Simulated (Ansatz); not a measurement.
Reactions of C$_{5}$H$_{9}$N (`CC(C)(C)C#N`).

Gas-phase electronic energies from Ansatz, PBE0-D4/def2-TZVP geometries. CCSD(T)/CBS adds triple-zeta CCSD(T) − MP2 to the extrapolated MP2 energy (def2 sets, frozen cores). This one scheme is used for every species. Each species was taken in one conformer, which may not be the lowest.

(1) Order these by ΔE at CCSD(T)/CBS, lowest first. (An estimate is asked.)
A. `CC(C)(C)C#N` + `CCCCO` → `CCCCOC(C)(C)C` + `C#N`
B. `CC(C)(C)C#N` + `c1ccsc1` → `N#Cc1cccs1` + `CC(C)C`
C. `CC(C)(C)C#N` + H₂O → `N#CO` + `CC(C)C`
D. `CC(C)(C)C#N` + `[OH][Al]([Cl])[Cl]` → `C[O][Al]([Cl])[Cl]` + `CC(C)C#N`
E. `CC(C)(C)C#N` + `O[SiH](O)S` → `CS[SiH](O)O` + `CC(C)C#N`

Largest T1 diagnostic: 0.014, for `N#CO`.

Answers

(1) B (+9.0 kJ/mol), E (+19.3 kJ/mol), A (+51.0 kJ/mol), D (+69.2 kJ/mol), C (+96.5 kJ/mol).
